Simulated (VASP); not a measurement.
# CdS (Fm-3m) in VASP: notebook

The runs below take CdS through G0W0 quasiparticle levels, with PBE.

All numbers are computed with VASP 6.6.1; they aren't measurements. Logs are shortened: lines on timing, memory, paths and dates and some standing lists are left out, and cuts for length are marked.

## 1. The crystal as given

Symmetry: Fm-3m, No. 225, cubic system. Conventional cell: a = 5.506 Å, b = 5.506 Å, c = 5.506 Å, α = 90.00°, β = 90.00°, γ = 90.00°. Around Cd (site symmetry m-3m) lie 6 S at 2.75 Å. S (site symmetry m-3m) is surrounded by 6 Cd at 2.75 Å.

Measurements of this composition are mostly on another form, of space group No. 186.

## 2. G0W0 quasiparticle levels, PBE

The input, POSCAR:

```
CdS
1.0
    0.0000000000      2.7532440000      2.7532440000
    2.7532440000      0.0000000000      2.7532440000
    2.7532440000      2.7532440000      0.0000000000
Cd S
1 1
Direct
    0.0000000000      0.0000000000      0.0000000000
    0.5000000000      0.5000000000      0.5000000000
```

The input, INCAR.step1:

```
SYSTEM = CdS
  PREC = Accurate
  ENCUT = 450
  EDIFF = 1E-8
  ISMEAR = 0
  SIGMA = 0.01
  LREAL = .FALSE.
  LASPH = .TRUE.
  NELM = 80
  ALGO = Fast
  LWAVE = .TRUE.
  LCHARG = .FALSE.
  GGA = PE
```

The input, INCAR.step2:

```
SYSTEM = CdS
  PREC = Accurate
  ENCUT = 450
  EDIFF = 1E-8
  ISMEAR = 0
  SIGMA = 0.01
  LREAL = .FALSE.
  LASPH = .TRUE.
  NELM = 1
  ALGO = Exact
  LWAVE = .TRUE.
  LCHARG = .FALSE.
  GGA = PE
  NBANDS = 34
  LOPTICS = .TRUE.
  ISTART = 1
```

The input, INCAR.step3:

```
SYSTEM = CdS
  PREC = Accurate
  ENCUT = 450
  EDIFF = 1E-8
  ISMEAR = 0
  SIGMA = 0.01
  LREAL = .FALSE.
  LASPH = .TRUE.
  ALGO = EVGW0
  LWAVE = .FALSE.
  LCHARG = .FALSE.
  GGA = PE
  NELMGW = 1
  NBANDS = 34
  ENCUTGW = 100
  NOMEGA = 48
  PRECFOCK = Fast
  ISTART = 1
  NBANDSGW = 17
```

The input, KPOINTS:

```
regular mesh
0
G
  4 4 4
  0 0 0
```

Potentials or basis: VASP PAW PBE potentials, release 64 (Cd_GW, S_GW).

Command:

```
$ cat potpaw_PBE.64/Cd_GW/POTCAR potpaw_PBE.64/S_GW/POTCAR > POTCAR
$ cp INCAR.step1 INCAR
$ mpirun -np 1 vasp_std > vasp.out
$ cp INCAR.step2 INCAR
$ mpirun -np 1 vasp_std > vasp.out
$ cp INCAR.step3 INCAR
$ mpirun -np 1 vasp_std > vasp.out
```

OUTCAR:

```text
SYSTEM = CdS
   PREC = Accurate
   ENCUT = 450
   EDIFF = 1E-8
   ISMEAR = 0
   LREAL = .FALSE.
   LASPH = .TRUE.
   GGA = PE
   NELMGW = 1
   ENCUTGW = 100
   PRECFOCK = Fast
   ISTART = 1

 Found      8 irreducible k-points:

 Following reciprocal coordinates:
            Coordinates               Weight
  0.000000  0.000000  0.000000      1.000000
  0.250000  0.000000  0.000000      8.000000
  0.500000  0.000000  0.000000      4.000000
  0.250000  0.250000  0.000000      6.000000
  0.500000  0.250000  0.000000     24.000000
 -0.250000  0.250000  0.000000     12.000000
   k-points           NKPTS =      8   k-points in BZ     NKDIM =     64   number of bands    NBANDS=     34
   number of dos      NEDOS =    301   number of ions     NIONS =      2
   total plane-waves  NPLWV =  21952
   dimension x,y,z NGX =    28 NGY =   28 NGZ =   28
   dimension x,y,z NGXF=    56 NGYF=   56 NGZF=   56
   ions per type =               1   1
   NGX,Y,Z   is equivalent  to a cutoff of  11.95, 11.95, 11.95 a.u.
   NGXF,Y,Z  is equivalent  to a cutoff of  23.91, 23.91, 23.91 a.u.
 SYSTEM =  CdS
   PREC   = accura    normal or accurate (medium, high low for compatibility)
   ISTART =      1    job   : 0-new  1-cont  2-samecut
   ICHARG =      0    charge: 1-file 2-atom 10-const
   ISPIN  =      1    spin polarized calculation?
   LNONCOLLINEAR =      F non collinear calculations
   LSORBIT =      F    spin-orbit coupling
   LASPH  =      T    aspherical Exc in radial PAW
   ENCUT  =  450.0 eV  33.07 Ry    5.75 a.u.   6.73  6.73  6.73*2*pi/ulx,y,z
   NELM   =     60;   NELMIN=  2; NELMDL=  0     # of ELM steps
   EDIFF  = 0.1E-07   stopping-criterion for ELM
   LREAL  =      F    real-space projection
   EDIFFG = 0.1E-06   stopping-criterion for IOM
   NSW    =      0    number of steps for IOM
   IBRION =     -1    ionic relax: 0-MD 1-quasi-New 2-CG
   NFREE  =      0    steps in history (QN), initial steepest desc. (CG)
   ISIF   =      0    stress and relaxation
   ISYM   =      3    0-nonsym 1-usesym 2-fastsym
   POTIM  = 0.5000    time-step for ionic-motion
   TEBEG  =    0.0;   TEEND  =   0.0 temperature during run
   PSTRESS=    0.0 pullay stress
   NELECT =      18.0000    total number of electrons
   NUPDOWN=      -1.0000    fix difference up-down
   EMIN   =  10.00;   EMAX   =-10.00  energy-range for DOS
   EFERMI =   0.00;   METHOD = LEGACY
   ISMEAR =     0;   SIGMA  =   0.01  broadening in eV -4-tet -1-fermi 0-gaus
   EFERMI_NEDOS =   21; number of points for ismear=-14 and -15
   IALGO  =     38    algorithm
   IMIX   =      4    mixing-type and parameters
     AMIX     =   0.40;   BMIX     =  1.00
     AMIX_MAG =   1.60;   BMIX_MAG =  1.00
  volume/ion in A,a.u.               =      20.87       140.84
  Fermi-wavevector in a.u.,A,eV,Ry     =   1.236833  2.337275 20.813583  1.529755
  Thomas-Fermi vector in A             =   2.371425
   LORBIT       =      0    0 simple, 1 ext, 2 COOP (PROOUT), +10 PAW based schemes
   GGA     = PE    functional components
   LHFCALC =     T    Hartree Fock is set to
   PRECFOCK=fast      Normal, Fast or Accurate (Low or Medium for compatibility)
   ENCUT4O =  -1.0   cutoff for four orbital integrals eV
   NKREDX  =     1    reduce k-point grid by
   NKREDY  =     1    reduce k-point grid by
   NKREDZ  =     1    reduce k-point grid by
   AEXX    =    1.0000 exact exchange contribution
   HFSCREEN=    0.0000 screening length (either q_TF or 0.3 A-1)
   HFSCREENC=   0.0000 screening length for correlation (either q_TF or 0.3 A-1)
   ENCUTFOCK=  -1.0 apply spherical cutoff to Coloumb kernel
   IVDW    =     0    specifies the selected vdW correction
   LEPSILON=     F    determine dielectric tensor
   LRPA    =     F    only Hartree local field effects (RPA)
   LRPAFORCE           =     F    calculate RPA forces
   ENCUTGW             = 100.0    cutoff for response function in eV
   ENCUTGWSOFT         =  80.0    soft cutoff for Coulomb kernel in GW response function in eV
   ENCUTLF             =  -1.0    cutoff for local field effects
   NELMGW              =     1    number of iterations in solving QP/BSE equation
   NELMHF              =     1    number of iterations in the inner HF iteration
   NKREDLFX            =     1    NKREDLFY  =   1   NKREDLFZ  =   1
 non-spin polarized calculation
 Gauss-broadening in eV      SIGMA  =   0.01
  energy-cutoff  :      450.00
  volume of cell :       41.74
 maximum number of plane-waves:       934
 NGX is ok and might be reduce to    28
  NGX = 16; NGY = 16; NGZ = 16
   NGX = 13   NGY = 13   NGZ = 13
 maximum number of plane-waves:       113
 NGX is ok and might be reduce to    14

 QP shifts <psi_nk| G(iteration)W_0 |psi_nk>: iteration 1
 for sc-GW calculations column KS-energies equals QP-energies in previous step
 and V_xc(KS)=  KS-energies - (<T + V_ion + V_H > + <T+V_H+V_ion>^1  + <V_x>^1)

 k-point   1 :       0.0000    0.0000    0.0000
  band No.  KS-energies  QP-energies   sigma(KS)   V_xc(KS)     V^pw_x(r,r')   Z            occupation Imag(sigma)

      1      -8.3091      -8.3450     -12.7473     -12.6924     -20.6591       0.6535       2.0000       1.5569
      2      -3.2906      -4.5030     -17.0678     -15.3694     -23.1284       0.7138       2.0000       0.4256
      3      -3.2906      -4.5030     -17.0678     -15.3694     -23.1284       0.7138       2.0000       0.4256
      4      -3.2906      -4.5030     -17.0678     -15.3694     -23.1284       0.7138       2.0000       0.4256
      5      -3.2879      -4.5172     -17.2217     -15.5026     -23.3778       0.7151       2.0000       0.4956
      6      -3.2879      -4.5172     -17.2217     -15.5026     -23.3778       0.7151       2.0000       0.4956
[... 9 lines left out ...]
     16      15.6096      16.6278      -8.8471     -10.1737      -3.6851       0.7675       0.0000      -0.6496
     17      15.6096      16.6278      -8.8471     -10.1737      -3.6851       0.7675       0.0000      -0.6496

 k-point   2 :       0.2500    0.0000    0.0000
  band No.  KS-energies  QP-energies   sigma(KS)   V_xc(KS)     V^pw_x(r,r')   Z            occupation Imag(sigma)

      1      -7.8333      -7.8482     -12.9917     -12.9689     -20.7819       0.6559       2.0000       1.4747
      2      -3.4343      -4.6324     -17.0016     -15.3172     -23.1644       0.7113       2.0000       0.5096
      3      -3.4343      -4.6324     -17.0016     -15.3172     -23.1644       0.7113       2.0000       0.5096
      4      -3.3533      -4.5496     -16.8770     -15.2019     -22.9179       0.7142       2.0000       0.4417
      5      -3.1951      -4.4171     -17.2020     -15.4938     -23.2777       0.7154       2.0000       0.4315
      6      -3.1951      -4.4171     -17.2020     -15.4938     -23.2777       0.7154       2.0000       0.4315
[... 9 lines left out ...]
     16      15.0953      15.8119      -8.1208      -9.0371      -3.2577       0.7820       0.0000      -0.5101
     17      19.9333      20.7314      -7.8514      -8.8685      -2.7424       0.7847       0.0000      -0.7379

 k-point   3 :       0.5000    0.0000    0.0000
  band No.  KS-energies  QP-energies   sigma(KS)   V_xc(KS)     V^pw_x(r,r')   Z            occupation Imag(sigma)

      1      -7.2180      -7.1827     -13.4003     -13.4537     -21.0825       0.6615       2.0000       1.3683
      2      -3.5717      -4.7450     -16.8307     -15.1721     -23.0148       0.7074       2.0000       0.5343
      3      -3.5717      -4.7450     -16.8307     -15.1721     -23.0148       0.7074       2.0000       0.5343
      4      -3.5162      -4.6519     -16.2650     -14.6716     -22.2288       0.7128       2.0000       0.4983
      5      -3.0972      -4.3254     -17.3203     -15.6057     -23.3999       0.7163       2.0000       0.4268
      6      -3.0972      -4.3254     -17.3203     -15.6057     -23.3999       0.7163       2.0000       0.4268
[... 9 lines left out ...]
     16      17.0074      18.2779      -9.4789     -11.1252      -4.6426       0.7717       0.0000      -0.5547
     17      19.1066      20.3425      -9.1546     -10.7450      -3.9304       0.7771       0.0000      -0.8044

 k-point   4 :       0.2500    0.2500    0.0000
  band No.  KS-energies  QP-energies   sigma(KS)   V_xc(KS)     V^pw_x(r,r')   Z            occupation Imag(sigma)

      1      -7.7756      -7.8013     -13.1281     -13.0891     -20.9172       0.6597       2.0000       1.4522
      2      -3.4080      -4.5550     -16.6947     -15.0850     -22.8137       0.7125       2.0000       0.5482
      3      -3.3639      -4.5732     -16.9529     -15.2585     -23.0010       0.7137       2.0000       0.4289
      4      -3.2365      -4.4682     -17.2772     -15.5553     -23.4395       0.7154       2.0000       0.4955
      5      -3.1844      -4.4012     -17.1675     -15.4682     -23.2329       0.7161       2.0000       0.4249
      6      -3.1844      -4.4012     -17.1675     -15.4682     -23.2329       0.7161       2.0000       0.4249
[... 9 lines left out ...]
     16      18.7541      20.0532      -9.2832     -10.9476      -4.0020       0.7806       0.0000      -0.8727
     17      18.7541      20.0532      -9.2832     -10.9476      -4.0020       0.7806       0.0000      -0.8727

 k-point   5 :       0.5000    0.2500    0.0000
  band No.  KS-energies  QP-energies   sigma(KS)   V_xc(KS)     V^pw_x(r,r')   Z            occupation Imag(sigma)

      1      -7.3424      -7.3763     -13.5954     -13.5441     -21.3061       0.6604       2.0000       1.3452
      2      -3.3906      -4.5809     -16.7850     -15.1175     -22.8138       0.7138       2.0000       0.4473
      3      -3.3858      -4.5875     -17.0446     -15.3599     -23.2148       0.7133       2.0000       0.5159
      4      -3.2498      -4.4202     -16.8393     -15.2022     -22.8831       0.7149       2.0000       0.4705
      5      -3.0748      -4.3034     -17.3317     -15.6215     -23.4137       0.7184       2.0000       0.4243
      6      -2.9669      -4.1086     -17.1181     -15.5277     -23.2063       0.7179       2.0000       0.4897
[... 9 lines left out ...]
     16      18.9376      20.2394      -9.5232     -11.2125      -4.2899       0.7706       0.0000      -0.7926
     17      19.5453      20.4831      -8.3387      -9.5313      -3.1901       0.7864       0.0000      -0.8027

 k-point   6 :      -0.2500    0.2500    0.0000
  band No.  KS-energies  QP-energies   sigma(KS)   V_xc(KS)     V^pw_x(r,r')   Z            occupation Imag(sigma)

      1      -7.3926      -7.4002     -13.4047     -13.3931     -21.1174       0.6572       2.0000       1.3801
      2      -3.5137      -4.6932     -16.9136     -15.2489     -23.1100       0.7085       2.0000       0.5406
      3      -3.4586      -4.6073     -16.5568     -14.9425     -22.6066       0.7115       2.0000       0.5098
      4      -3.3097      -4.5093     -16.9205     -15.2409     -22.9647       0.7142       2.0000       0.4396
      5      -3.1526      -4.3749     -17.2314     -15.5252     -23.2988       0.7165       2.0000       0.4199
      6      -3.0254      -4.2317     -17.3134     -15.6342     -23.4131       0.7183       2.0000       0.4595
[... 9 lines left out ...]
     16      18.5061      19.5501      -8.6262      -9.9536      -3.3398       0.7865       0.0000      -0.8540
     17      19.5553      20.7653      -8.9405     -10.4846      -3.7591       0.7836       0.0000      -0.8448

 [... further k-points ...]
```

Wall time 37 s (1 thread of Intel Xeon 6975P-C (Granite Rapids), shared host); peak memory 0.33 GiB.

These settings aren't checked as converged: the numbers below hold their error.

Results:

| Quantity | Value |
| --- | --- |
| Band gap on the k mesh, mean-field level | 0.21 eV, indirect (least direct gap 1.52 eV) |
| Quasiparticle gap | 1.04 eV |
| Least direct quasiparticle gap | 2.31 eV |

Caveat: the k mesh is coarse (spacing up to 0.49 Å⁻¹), so the values aren't converged; bands, screening cutoff and mesh are small and nothing is extrapolated, so the quasiparticle values aren't converged.

[end of part 1 of 3]
